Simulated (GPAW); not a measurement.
Runs of GPAW 26.7.0 on KI. It takes space group Fm-3m (No. 225, cubic). Conventional cell: a = 7.066 Å, b = 7.066 Å, c = 7.066 Å, α = 90.00°, β = 90.00°, γ = 90.00°. I (site symmetry m-3m) is surrounded by 6 K at 3.53 Å. K (site symmetry m-3m) has 6 I at 3.53 Å as nearest neighbours. 

| task | level | potentials or basis | cell | eigensolver | gap on the mesh (eV) | pressure (GPa) | relaxed volume (Å³/atom) |
| --- | --- | --- | --- | --- | --- | --- | --- |
| relaxation of the atoms | PBE | GPAW PAW data sets (gpaw-data 1.2.1), pw | atoms relaxed from: strain = -0.01 | - | 4.00 | - | - |
| relaxation of cell and atoms | PBE | GPAW PAW data sets (gpaw-data 1.2.1), pw | relaxed | - | 3.87 | 0.0 | 46.13 |
| relaxation of cell and atoms | RPBE | the program's PAW data sets (release 1.2.1) made for this functional, pw | relaxed | - | 3.96 | 0.0 | 50.96 |
| relaxation of cell and atoms | PBEsol | PAW data sets generated in the run's folder for this functional, pw | relaxed | - | (b) | 0.0 | 42.92 |
| relaxation of cell and atoms | revPBE | the program's PAW data sets (release 1.2.1) made for this functional, pw | relaxed | - | 3.96 | 0.0 | 50.28 |
| relaxation of cell and atoms | BLYP | PAW data sets generated in the run's folder for this functional, pw | relaxed | davidson | 3.75 | 0.0 | (a) |
| relaxation of cell and atoms | LDA | the program's PAW data sets (release 1.2.1) made for this functional, pw | relaxed | - | 3.87 | 0.0 | 39.70 |

Alike in all rows: no spin polarisation; k mesh 7 × 7 × 7; cutoff (eV) 600; smearing fermi-dirac 0.05 eV.

**Question.** Estimate the missing entries.

**Answer.** (a) 49.07; (b) 3.89.

Caveats: later steps reuse the first step's grids; spin-orbit coupling is left out, which moves the levels of the heavy elements; an odd mesh through Γ misses points on the zone boundary, where band edges often lie (some runs); the density grid can change from cell to cell, which puts small steps into energies and stress (some runs); the relaxation stopped at its first step, so nothing moved (some runs); the volume moved by over 15 % at a fixed basis, so the end points are rough (some runs).

A k mesh can miss the band edges, and the runs leave out spin-orbit coupling on I.
